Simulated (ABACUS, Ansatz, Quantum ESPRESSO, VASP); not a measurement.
Fitting the PBE energy curve of KMgF3

```cif
data_structure
_symmetry_space_group_name_H-M 'Pm-3m'
_symmetry_Int_Tables_number 221
_cell_length_a 3.9859
_cell_length_b 3.9859
_cell_length_c 3.9859
_cell_angle_alpha 90.000
_cell_angle_beta 90.000
_cell_angle_gamma 90.000
_cell_volume 63.33
loop_
_atom_site_label
_atom_site_type_symbol
_atom_site_symmetry_multiplicity
_atom_site_Wyckoff_symbol
_atom_site_fract_x
_atom_site_fract_y
_atom_site_fract_z
_atom_site_occupancy
K1 K 1 b 0.50000 0.50000 0.50000 1
Mg1 Mg 1 a 0.00000 0.00000 0.00000 1
F1 F 3 d 0.00000 0.00000 0.50000 1
```

The cell was scaled at fixed shape and fractions and run with Ansatz, Ansatz PAW, cutoff 420 eV; PBE, k mesh 7 × 7 × 7 on the cell of 5 atoms, fermi-dirac occupations of 0.05 eV, no spin polarisation, no spin-orbit coupling. Energies are those that the program minimises, any entropy of the smearing included.

| V (Å³/atom) | energy over the lowest row (meV/atom) |
| --- | --- |
| 11.9052 | 38.37 |
| 12.1585 | ? |
| 12.4118 | 14.67 |
| 12.6651 | 7.37 |
| 12.9184 | 2.61 |
| 13.1717 | 0.23 |
| 13.4250 | 0.00 |

Problem. Fit the third-order Birch-Murnaghan form, give V0, B0 and B′, and predict the energy left open.

Solution. With y = (V0/V)^(2/3), E = E0 + (9 V0 B0/16) [(y - 1)³ B′ + (y - 1)² (6 - 4y)]. Least squares through the rows shown give V0 = 13.3283 Å³/atom, E0 = -0.15 meV, B0 = 66.45 GPa (1 eV/Å³ = 160.218 GPa) and B′ = 4.34, with a largest miss of 0.03 meV. At V = 12.1585 the form with these constants gives 24.92 meV; the run gave 24.92 meV an atom. Other set-ups at this level, from all their volumes (Å³/atom, GPa): ABACUS, PseudoDojo NC SR 0.4.1 PBE standard, plane waves: V0 13.300, B0 66.14; Quantum ESPRESSO, SSSP 1.3 efficiency PBE: V0 13.283, B0 67.63; VASP, PBE PAW files F, K_sv, Mg, 520 eV: V0 13.306, B0 66.82.
